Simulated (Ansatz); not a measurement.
## Te2Mo monolayer (2H) under biaxial strain in the plane of the sheet

Wanted: the shifts of the zone-centre modes of Te2Mo monolayer (2H) with strain.

Main program and level: Ansatz 0.2.0; DFT PBEsol, scalar-relativistic, plane waves, PAW; PAW set soft_1.

Most raw output is cut from this account.

## Step 1: Set-up

The cell holds 3 atoms: 1 Mo and 2 Te. Its edges and angles: a = 3.530 Å, b = 3.530 Å, c = 31.000 Å, α = 90.0°, β = 90.0°, γ = 120.0°. Vacuum lies along c. The height across the vacuum is the one that the program set for its solve, not the one typed.

## Step 2: Relaxation

The cell and atoms are relaxed, since residual forces and stress would shift the frequencies. The program lengthens the typed cell of 20.0 Å along the normal to 31.0 Å, as its cut-off of the electrostatics needs, and moves no atom.

File input.yaml:

```yaml
crystal:
  lattice:
    - [3.53, 0.0, 0.0]
    - [-1.765, 3.05707, 0.0]
    - [0.0, 0.0, 20.0]
  atoms:
    - { symbol: Mo, position: [0.333333, 0.666667, 0.5] }
    - { symbol: Te, position: [0.666667, 0.333333, 0.59] }
    - { symbol: Te, position: [0.666667, 0.333333, 0.41] }
  periodic: [true, true, false]
kpoints:
  mp_grid: { grid: [9, 9, 1] }
hamiltonian:
  xc: pbesol
  pseudopotentials: { kind: paw, azcp: { folder: soft_1 }, xc_functional: pbe }
scf:
  occupations: { method: gaussian, width: 0.02 }
output:
  forces: true
  stress: true
  eigenvalues: true
  write_density: true
  write_potential: true
  elf: true
  volumetric_format: npy
relax:
  adjacent_minimum: "off"
  f_tol: 0.005
  max_steps: 80
  cell: { stress_2d_tol: 0.02 }
```

Command:

```bash
ansatz run input.yaml --threads 4 --pin off --max-ram 16384MiB --backend cpu --events-out ev --progress --plain --runs-dir out
```

The job ended after 27 s (4 threads of Arm Neoverse V1, shared host; peak memory 0.63 GiB).

Step by step:

| step | energy less that of the first step (eV) | largest force component (eV/Å) | volume (Å³) |
| --- | --- | --- | --- |
| 1 | 0.0000 | 0.1591 | 334.54 |
| 2 | -0.0012 | 0.3783 | 325.74 |
| 3 | -0.0098 | 0.0946 | 324.99 |
| 4 | -0.0111 | 0.0046 | 327.62 |
| 5 | -0.0111 | 0.0004 | 327.18 |
| 6* | -0.0108 | 0.0006 | 327.18 |

Relaxation steps marked * repeat the geometry before them on a plane-wave basis chosen anew for their cell, so energy and pressure can jump there.

Forces are held to the 12 operations that the run works with; a distortion that breaks them can't arise in this run.

```csv
cell as run,before,after,change
a (Å),3.530,3.491,-1.1 %
b (Å),3.530,3.491,-1.1 %
```

Final coordinates:

```xyz
3
Lattice="3.4910 0.0000 0.0000 -1.7455 3.0233 0.0000 0.0000 0.0000 31.0000" Properties=species:S:1:pos:R:3
Mo    0.0000    2.0155   10.0000
Te    1.7455    1.0078   11.8034
Te    1.7455    1.0078    8.1966
```

Numbers from this step:

```
gap on the k-mesh : 1.203 eV
area per atom     : 3.518 Å²
```

Electrostatic potential energy in the ac plane at fractional y = 0.333, with atoms of Te within 0.2 Å of it. With pseudopotentials it is smooth inside the atoms' cores, unlike the true potential.

Ten even steps from '0' (-30 eV) to '9' (0 eV), each cell a mean:
```
99999999999999
99999999999999
99999999999999
99999999999999
99999999999999
99999999999999
99999999999999
99999999999999
99999999999999
99999999999999
99999999999999
99999999999999
99999999999999
99999999888999
78998521455213
77777754344346
76666777666677
78887510476202
99999876555678
99999999999999
99999999999999
99999999999999
99999999999999
99999999999999
```
Columns run along a (3.5 Å; values clipped at the 3rd and 97th percentile), rows up along c (31.0 Å). Atoms in or near the plane, at fractional coordinates: Te at (0.67, 0.38), Te at (0.67, 0.26).

ELF in the ac plane at fractional y = 0.333, with atoms of Te within 0.2 Å of it. It is the smooth field of the valence electrons, not physical close to the nuclei.

Ten even steps from '_' (0.00) to '@' (0.78), each cell a mean:
```
____________________________
____________________________
____________________________
____________________________
____________________________
____________________________
____________________________
____________________________
____________________________
____________________________
____________________________
____________________________
______________..::::::....__
--..____::++##@@@@@@@@@@%%**
##==::--**##**==--::::--++##
==--::::==++++++==----==++++
--::::::----================
**++----****++--......::==**
++::__..==##@@@@@@%%%%@@@@%%
__________..::==++++++==--::
____________________________
____________________________
____________________________
____________________________
```
Columns run along a (3.5 Å), rows up along c (31.0 Å). Atoms in or near the plane, at fractional coordinates: Te at (0.67, 0.38), Te at (0.67, 0.26).

Valence density in the ac plane at fractional y = 0.333, with atoms of Te within 0.2 Å of it. It is the smooth field of the valence electrons, not physical close to the nuclei.

Ten steps, logarithmic in the rise over the least value, from '0' (0 e/Å³) to '9' (11 e/Å³), each cell a mean:
```
00000000000000
00000000000000
00000000000000
00000000000000
00000000000000
00000000000000
00000000000000
00000000000000
00000000000000
00000000000000
00000000000000
00000000000000
00000000000000
00000011111110
21112347899753
22222334666543
23332223333322
22122347999864
10001123444322
00000000000000
00000000000000
00000000000000
00000000000000
00000000000000
```
Columns run along a (3.5 Å), rows up along c (31.0 Å). Atoms in or near the plane, at fractional coordinates: Te at (0.67, 0.38), Te at (0.67, 0.26).

## Step 3: Tight relaxation

Phonons need small forces and stress, so the relaxation is finished with tight tolerances on 9×9×1 k points.

input.yaml, the sections that differ from step 2:

```yaml
crystal:
  lattice:
    - [3.4909760873, 0.0, 0.0]
    - [-1.7454880436, 3.0232739756, 0.0]
    - [0.0, 0.0, 31.0]
  atoms:
    - { symbol: Mo, position: [0.3333333333, 0.6666666667, 0.3225806452] }
    - { symbol: Te, position: [0.6666666667, 0.3333333333, 0.3807536595] }
    - { symbol: Te, position: [0.6666666667, 0.3333333333, 0.2644076308] }
  periodic: [true, true, false]
scf:
  occupations: { method: fixed }
relax:
  adjacent_minimum: "off"
  f_tol: 0.001
  max_steps: 60
  cell: { stress_2d_tol: 0.002 }
# kpoints, hamiltonian, output: as in step 2
```

Wall time 10 s (4 threads); peak memory 0.63 GiB.

Little changed from the start: no atom moved by 0.005 Å and no cell edge by 0.1 %.

ELF in the ac plane at fractional y = 0.333, with atoms of Te within 0.2 Å of it. It is the smooth field of the valence electrons, not physical close to the nuclei.

Values, 24 rows by 14 columns, each cell a mean:
```
0.00 0.00 0.00 0.00 0.00 0.00 0.00 0.00 0.00 0.00 0.00 0.00 0.00 0.00
0.00 0.00 0.00 0.00 0.00 0.00 0.00 0.00 0.00 0.00 0.00 0.00 0.00 0.00
0.00 0.00 0.00 0.00 0.00 0.00 0.00 0.00 0.00 0.00 0.00 0.00 0.00 0.00
0.00 0.00 0.00 0.00 0.00 0.00 0.00 0.00 0.00 0.00 0.00 0.00 0.00 0.00
0.00 0.00 0.00 0.00 0.00 0.00 0.00 0.00 0.00 0.00 0.00 0.00 0.00 0.00
0.00 0.00 0.00 0.00 0.00 0.00 0.00 0.00 0.00 0.00 0.00 0.00 0.00 0.00
0.00 0.00 0.00 0.00 0.00 0.00 0.00 0.00 0.00 0.00 0.00 0.00 0.00 0.00
0.00 0.00 0.00 0.00 0.00 0.00 0.00 0.00 0.00 0.00 0.00 0.00 0.00 0.00
0.00 0.00 0.00 0.00 0.00 0.00 0.00 0.00 0.00 0.00 0.00 0.00 0.00 0.00
0.00 0.00 0.00 0.00 0.00 0.00 0.00 0.00 0.00 0.00 0.00 0.00 0.00 0.00
0.00 0.00 0.00 0.00 0.00 0.00 0.00 0.00 0.00 0.00 0.00 0.00 0.00 0.00
0.00 0.00 0.00 0.00 0.00 0.00 0.00 0.00 0.00 0.00 0.00 0.00 0.00 0.00
0.01 0.00 0.00 0.00 0.01 0.03 0.06 0.13 0.17 0.19 0.18 0.14 0.09 0.04
0.27 0.09 0.04 0.05 0.19 0.42 0.61 0.73 0.77 0.78 0.77 0.75 0.68 0.54
0.55 0.35 0.20 0.26 0.48 0.57 0.52 0.36 0.24 0.20 0.21 0.31 0.46 0.56
0.39 0.27 0.20 0.23 0.34 0.44 0.46 0.40 0.33 0.29 0.31 0.37 0.44 0.46
0.26 0.21 0.21 0.21 0.24 0.30 0.36 0.37 0.34 0.32 0.33 0.36 0.37 0.34
0.54 0.39 0.25 0.31 0.50 0.54 0.45 0.26 0.13 0.09 0.10 0.20 0.37 0.50
0.43 0.18 0.08 0.11 0.33 0.58 0.70 0.73 0.70 0.69 0.69 0.72 0.72 0.67
0.05 0.02 0.01 0.01 0.03 0.10 0.21 0.34 0.40 0.43 0.42 0.36 0.27 0.16
0.00 0.00 0.00 0.00 0.00 0.00 0.00 0.01 0.01 0.02 0.01 0.01 0.01 0.00
0.00 0.00 0.00 0.00 0.00 0.00 0.00 0.00 0.00 0.00 0.00 0.00 0.00 0.00
0.00 0.00 0.00 0.00 0.00 0.00 0.00 0.00 0.00 0.00 0.00 0.00 0.00 0.00
0.00 0.00 0.00 0.00 0.00 0.00 0.00 0.00 0.00 0.00 0.00 0.00 0.00 0.00
```
Columns run along a (3.5 Å), rows up along c (31.0 Å). Atoms in or near the plane, at fractional coordinates: Te at (0.67, 0.38), Te at (0.67, 0.26).

Electrostatic potential energy in the ac plane at fractional y = 0.333, with atoms of Te within 0.2 Å of it. With pseudopotentials it is smooth inside the atoms' cores, unlike the true potential.

Values in eV, 24 rows by 14 columns, each cell a mean:
```
  0   0   0   0   0   0   0   0   0   0   0   0   0   0
  0   0   0   0   0   0   0   0   0   0   0   0   0   0
  0   0   0   0   0   0   0   0   0   0   0   0   0   0
  0   0   0   0   0   0   0   0   0   0   0   0   0   0
  0   0   0   0   0   0   0   0   0   0   0   0   0   0
  0   0   0   0   0   0   0   0   0   0   0   0   0   0
  0   0   0   0   0   0   0   0   0   0   0   0   0   0
  0   0   0   0   0   0   0   0   0   0   0   0   0   0
  0   0   0   0   0   0   0   0   0   0   0   0   0   0
  0   0   0   0   0   0   0   0   0   0   0   0   0   0
  0   0   0   0   0   0   0   0   0   0   0   0   0   0
  0   0   0   0   0   0   0   0   0   0   0   0   0   0
  0   0   0   0   0   0   0   0   0   0   0   0   0   0
 -1  -1  -1  -1  -1  -1  -2  -3  -3  -4  -4  -3  -2  -1
 -7  -4  -3  -3  -6 -13 -23 -26 -16 -13 -14 -22 -27 -19
 -7  -7  -7  -7  -7  -9 -13 -18 -18 -17 -17 -19 -16 -11
 -8 -10 -12 -11  -9  -7  -7  -8 -10 -11 -10  -9  -7  -7
 -8  -4  -3  -4  -7 -15 -27 -29 -15  -9 -11 -23 -30 -21
 -2  -1  -1  -1  -2  -3  -6 -11 -13 -14 -14 -12  -9  -5
  0   0   0   0   0   0   0   0   0   0   0   0   0   0
  0   0   0   0   0   0   0   0   0   0   0   0   0   0
  0   0   0   0   0   0   0   0   0   0   0   0   0   0
  0   0   0   0   0   0   0   0   0   0   0   0   0   0
  0   0   0   0   0   0   0   0   0   0   0   0   0   0
```
Columns run along a (3.5 Å; values clipped at the 3rd and 97th percentile), rows up along c (31.0 Å). Atoms in or near the plane, at fractional coordinates: Te at (0.67, 0.38), Te at (0.67, 0.26).

Valence density in the ac plane at fractional y = 0.333, with atoms of Te within 0.2 Å of it. It is the smooth field of the valence electrons, not physical close to the nuclei.

Values in e/Å³, 24 rows by 14 columns, each cell a mean:
```
 0  0  0  0  0  0  0  0  0  0  0  0  0  0
 0  0  0  0  0  0  0  0  0  0  0  0  0  0
 0  0  0  0  0  0  0  0  0  0  0  0  0  0
 0  0  0  0  0  0  0  0  0  0  0  0  0  0
 0  0  0  0  0  0  0  0  0  0  0  0  0  0
 0  0  0  0  0  0  0  0  0  0  0  0  0  0
 0  0  0  0  0  0  0  0  0  0  0  0  0  0
 0  0  0  0  0  0  0  0  0  0  0  0  0  0
 0  0  0  0  0  0  0  0  0  0  0  0  0  0
 0  0  0  0  0  0  0  0  0  0  0  0  0  0
 0  0  0  0  0  0  0  0  0  0  0  0  0  0
 0  0  0  0  0  0  0  0  0  0  0  0  0  0
 0  0  0  0  0  0  0  0  0  0  0  0  0  0
 0  0  0  0  0  0  0  0  0  0  0  0  0  0
 0  0  0  0  0  0  1  3  7  9  8  4  2  1
 0  0  0  0  0  0  0  1  2  3  2  1  1  0
 0  0  0  0  0  0  0  0  0  0  0  0  0  0
 0  0  0  0  0  0  1  3  8 11 10  5  2  1
 0  0  0  0  0  0  0  0  1  1  1  0  0  0
 0  0  0  0  0  0  0  0  0  0  0  0  0  0
 0  0  0  0  0  0  0  0  0  0  0  0  0  0
 0  0  0  0  0  0  0  0  0  0  0  0  0  0
 0  0  0  0  0  0  0  0  0  0  0  0  0  0
 0  0  0  0  0  0  0  0  0  0  0  0  0  0
```
Columns run along a (3.5 Å), rows up along c (31.0 Å). Atoms in or near the plane, at fractional coordinates: Te at (0.67, 0.38), Te at (0.67, 0.26).

The largest force component left is 0.56 meV/Å, within the tolerances set.

## Step 4: Zone-centre response at rest

The force constants come from the linear response of the density to a displacement.

The modes at rest are the reference of the series.

input.yaml, as its differences from that of step 3:

```diff
@@ -18,13 +18,4 @@
 output:
-  forces: true
-  stress: true
   eigenvalues: true
-  write_density: true
-  write_potential: true
-  elf: true
-  volumetric_format: npy
-relax:
-  adjacent_minimum: "off"
-  f_tol: 0.001
-  max_steps: 60
-  cell: { stress_2d_tol: 0.002 }
+phonons:
+  method: dfpt
```

The job ended after 52 s (4 threads; peak memory 1.2 GiB; 3.3 min of CPU time).

Numbers from this step:

| Quantity | Value |
| --- | --- |
| sum-rule residual before enforcement | 1.25e-4 eV/Å² |
| point group | -6m2 |
| highest optical mode at the zone centre (no LO-TO term) | 295.3 cm⁻¹ |
| lowest optical zone-centre mode | 118.2 cm⁻¹ |

Without the LO-TO term. Patterns of degenerate modes are one choice out of their space. Modes at Γ, with each element's share of the kinetic energy:

```csv
mode,frequency (cm⁻¹),symmetry,Mo %,Te %
1,0.0,acoustic,27,73
2,0.0,acoustic,27,73
3,0.0,acoustic,27,73
4,118.2,E'',0,100
5,118.2,E'',0,100
6,173.3,A1',0,100
7,238.2,E',73,27
8,238.2,E',73,27
9,295.3,A2'',73,27
```

Displacements in mode 5 (118.2 cm⁻¹), the largest set to 1:
```
Mo1  0.00  0.00  0.00
Te2 -0.04  1.00  0.00
Te3  0.04 -1.00  0.00
```

Displacements in mode 9 (295.3 cm⁻¹), the largest set to 1:
```
Mo1  0.00  0.00  1.00
Te2  0.00  0.00 -0.38
Te3  0.00  0.00 -0.38
```

Before it was imposed, the acoustic sum rule was missed by 1.3e-4 eV/Å². Small misses are needed for a sound result but don't prove that mesh and cutoff are converged. The lowest optical mode is real, 118 cm⁻¹.

## Step 5: A member of the series: biaxial strain of +5 % in the plane of the sheet

The cell takes a biaxial strain of +5 % in the plane of the sheet. The cell is held, and the atoms relax in it.

input.yaml, the sections that differ from step 4:

```yaml
crystal:
  lattice:
    - [3.6655248917, 0.0, 0.0]
    - [-1.8327624458, 3.1744376744, 0.0]
    - [0.0, 0.0, 31.0]
  atoms:
    - { symbol: Mo, position: [0.3333333333, 0.6666666667, 0.3225806452] }
    - { symbol: Te, position: [0.6666666667, 0.3333333333, 0.3791090812] }
    - { symbol: Te, position: [0.6666666667, 0.3333333333, 0.2660522092] }
  periodic: [true, true, false]
scf:
  occupations: { method: gaussian, width: 0.02 }
output:
  forces: true
  stress: true
  eigenvalues: true
relax:
  adjacent_minimum: "off"
  f_tol: 0.001
  max_steps: 60
# kpoints, hamiltonian: as in step 4
# phonons: removed
```

It took 18 s on 4 threads; peak memory 0.66 GiB.

Step by step:

| step | energy less that of the first step (eV) | largest force component (eV/Å) |
| --- | --- | --- |
| 1 | 0.0000 | 0.1605 |
| 2 | 0.0139 | 0.4843 |
| 3 | -0.0019 | 0.0094 |
| 4 | -0.0019 | 0.0001 |
| 5 | -0.0019 | 0.0001 |

Relaxation step 2 was tried and not accepted.

The run keeps the 12 symmetry operations that it works with, so distortions that break them were not tested.

The atoms that moved most (Å):

```
atom     dx     dy      dz  length
 Te3  0.000  0.000   0.012   0.012
 Te2  0.000  0.000  -0.012   0.012
```

The relaxed structure:

```xyz
3
Lattice="3.6655 0.0000 0.0000 -1.8328 3.1744 0.0000 0.0000 0.0000 31.0000" Properties=species:S:1:pos:R:3
Mo    0.0000    2.1163   10.0000
Te    1.8328    1.0581   11.7407
Te    1.8328    1.0581    8.2593
```

This step gave:

| Property | Result |
| --- | --- |
| gap on the k-mesh | 0.8255 eV |
| area per atom | 3.879 Å² |

The largest force component left is 0.072 meV/Å.

## Step 6: Modes of this member: biaxial strain of +5 % in the plane of the sheet

The zone-centre modes follow for biaxial strain of +5 % in the plane of the sheet.

input.yaml, the sections that differ from step 5:

```yaml
crystal:
  lattice:
    - [3.6655248917, 0.0, 0.0]
    - [-1.8327624458, 3.1744376744, 0.0]
    - [0.0, 0.0, 31.0]
  atoms:
    - { symbol: Mo, position: [0.3333333333, 0.6666666667, 0.3225806452] }
    - { symbol: Te, position: [0.6666666667, 0.3333333333, 0.3787314982] }
    - { symbol: Te, position: [0.6666666667, 0.3333333333, 0.2664297922] }
  periodic: [true, true, false]
scf:
  occupations: { method: fixed }
output:
  eigenvalues: true
phonons:
  method: dfpt
# kpoints, hamiltonian: as in step 5
# relax: removed
```

The job ended after 61 s (4 threads; peak memory 1.3 GiB; 3.9 min of CPU time).

Numbers from this step:

```
sum-rule residual before enforcement                    : 1.16e-4 eV/Å²
highest optical mode at the zone centre (no LO-TO term) : 284.8 cm⁻¹
lowest optical zone-centre mode                         : 114.3 cm⁻¹
```

(Continued in part 2 of 2.)

[Logs are printed without paths, hosts, clocks, repeated set-up lines and the standing remarks that a program may print on its own settings, such as how far it seeks lower states.]

[Hosts, paths, dates, database ids (printed as entryN), source tags and the programs' standing remarks are cut or masked in the printed files.]
